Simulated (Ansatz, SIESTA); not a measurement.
**CaO: programs and potentials compared**

The starting cell:

```
Ca O
1.0
     0.00000    2.40356    2.40356
     2.40356    0.00000    2.40356
     2.40356    2.40356    0.00000
Ca O
1 1
Cartesian
  0.0000 0.0000 0.0000
  2.4036 2.4036 2.4036
```

The cell is a database's computed one, not the measured one.

Alike in all runs: task relaxation of cell and atoms; functional LDA; k mesh 10 × 10 × 10; occupations fermi-dirac, width 0.05 eV; no spin polarisation; no spin-orbit coupling. LDA stands for any of its common fits.

```json
{"program and potentials": "Ansatz, Ansatz PAW", "plane-wave cutoff (eV)": "420", "notes": "potentials made for PBE, which Ansatz adapts in part", "equilibrium volume (Å³/atom)": "13.04"}
{"program and potentials": "SIESTA, files PseudoDojo sr-lda-0.4.1-standard, DZP (energy shift 0.003 Ry; two zetas on semicore shells; d shell added on Ca)", "plane-wave cutoff (eV)": "-", "notes": "atomic basis", "equilibrium volume (Å³/atom)": "13.13"}
{"program and potentials": "Ansatz, all-electron LAPW, scalar-relativistic", "plane-wave cutoff (eV)": "-", "notes": "-", "equilibrium volume (Å³/atom)": "13.05"}
```

The equilibrium volume spans 13.04 (Ansatz, Ansatz PAW) to 13.13 Å³/atom (SIESTA, files PseudoDojo sr-lda-0.4.1-standard, DZP (energy shift 0.003 Ry; two zetas on semicore shells; d shell added on Ca)), with all-electron results at 13.05. Relaxations stop with a little pressure left, so the last digit of a volume isn't settled. Rows in atomic bases carry the error of their basis and grid, which can be large.

The functional is the same throughout but for its coding, so the spread measures potentials, basis and numerics; runs on potential files found faulty are left out.
